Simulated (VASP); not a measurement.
Input of a VASP 6.6.1 run:

The input INCAR:

```
PREC     = Accurate       # precision mode
ENCUT    = 520            # plane-wave cutoff, eV
EDIFF    = 1E-7           # SCF threshold, eV
ISMEAR   = -1             # smearing method
SIGMA    = 0.05           # smearing width, eV
LREAL    = False          # projectors in reciprocal space
LASPH    = True           # aspherical terms in the spheres
NELM     = 80             # most SCF steps
ALGO     = Normal         # electronic algorithm
ISIF     = 2              # what is computed and relaxed
LWAVE    = False          # write WAVECAR
LCHARG   = True           # write CHGCAR
GGA      = PS             # functional
LELF     = True           # ELF
LVHAR    = True         
NBANDS   = 17             # bands
```

Contents of KPOINTS:

```
Automatic mesh
0
Gamma
  8 8 8
```

The input POSCAR:

```
PbSe
1.0
    0.0000000000      3.0606500000      3.0606500000
    3.0606500000      0.0000000000      3.0606500000
    3.0606500000      3.0606500000      0.0000000000
Pb Se
1 1
Direct
    0.0000000000      0.0000000000      0.0000000000
    0.5000000000      0.5000000000      0.5000000000
```

Potentials or basis: VASP PAW PBE potentials, release 64 (Pb_d, Se).

Run with:

```console
$ cat potpaw_PBE.64/Pb_d/POTCAR potpaw_PBE.64/Se/POTCAR > POTCAR
$ mpirun -np 1 vasp_std > vasp.out
```

Task: Predict the pressure.

Result: -0.5 GPa.

Task: Predict the band gap on the k mesh.

Result: 0.20 eV, direct.

Caveat: the PAW data sets were made with another functional, which shifts forces and pressure a little; spin-orbit coupling is left out, which moves the levels of the heavy elements.

**What was measured.**

From a printed reference work, monograph, for a bulk crystal of PbSe at 300 K: band gap 0.28 eV (direct).

Against the measured gap of PbSe, 0.28 eV (direct; 300 K; a printed reference work, monograph), the calculated 0.20 eV is off by -0.08 eV. 2 values of this kind are on record (0.15 to 0.28 eV); this one was drawn at random. Spin-orbit coupling on Pb, Se is left out. The value is that of PBEsol on a finite k mesh, which can miss the band edges, without temperature or zero-point motion. Semilocal functionals fall short of measured gaps as a rule.
